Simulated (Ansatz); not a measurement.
**NaI: a single-point run**

Wanted: a converged single-point run for NaI, and a check of what comes out. The structure is shown as the input types it. The cell is built on a prototype (h-MgO type) and needn't be the phase found in nature.

Method: density functional or hybrid calculation with the settings of its input, plane waves (as first typed), in Ansatz 0.2.0.

4 further runs of the same task are left out: 4 that didn't finish.

## (1) The system as given

The structure is hexagonal, space group P6_3/mmc (No. 194). Conventional cell: a = 5.416 Å, b = 5.416 Å, c = 6.462 Å, α = 90.00°, β = 90.00°, γ = 120.00°. Around Na (site symmetry -6m2) lie 5 I at 3.13 to 3.23 Å. I (site symmetry -6m2) has 5 Na at 3.13 to 3.23 Å as nearest neighbours.

As a file:

```
CELL_PARAMETERS angstrom
5.41644 0.00000 0.00000
-2.70822 4.69078 0.00000
0.00000 0.00000 6.46221
ATOMIC_POSITIONS crystal
Na 0.33333 0.66667 0.25000
Na 0.66667 0.33333 0.75000
I 0.66667 0.33333 0.25000
I 0.33333 0.66667 0.75000
```

## (2) Input and run

Input file input.yaml:

```yaml
crystal:
  lattice:
    - [5.4164419187, 0.0, 0.0]
    - [-2.7082209593, 4.6907762997, 0.0]
    - [0.0, 0.0, 6.4622147823]
  atoms:
    - { symbol: Na, position: [0.3333333333, 0.6666666667, 0.25] }
    - { symbol: Na, position: [0.6666666667, 0.3333333333, 0.75] }
    - { symbol: I, position: [0.6666666667, 0.3333333333, 0.25] }
    - { symbol: I, position: [0.3333333333, 0.6666666667, 0.75] }
kpoints:
  mp_grid: { grid: [6, 6, 2] }
hamiltonian:
  xc: hse06
scf:
  occupations: { method: fixed }
  n_extra_bands: 5
  exx: { max_outer_iter: 2 }
output:
  forces: true
  stress: true
  eigenvalues: true
```

The run is started by

```bash
ansatz run input.yaml --threads 4 --pin off --max-ram 3686MiB --backend cpu --events-out ev --progress --plain --runs-dir out
```

**Question.** How will this run end, and is anything wrong with its input?

The run converged and reported no error, with warnings (stress exchange threshold loose, stress scf threshold loose). Its log warns: «output.stress: scf.convergence.dr2_threshold = 1e-7 eV (the SCF's general default) is looser than the 4e-10 eV advised for a printed stress (1e-10 eV for each atom of the ...»

In the input, scf.exx.max_outer_iter is 2. What could go wrong: too low a cap on iterations. The run converged, but that does not make its result sound.

Run again and compare: delete scf.exx.max_outer_iter (the default then holds).
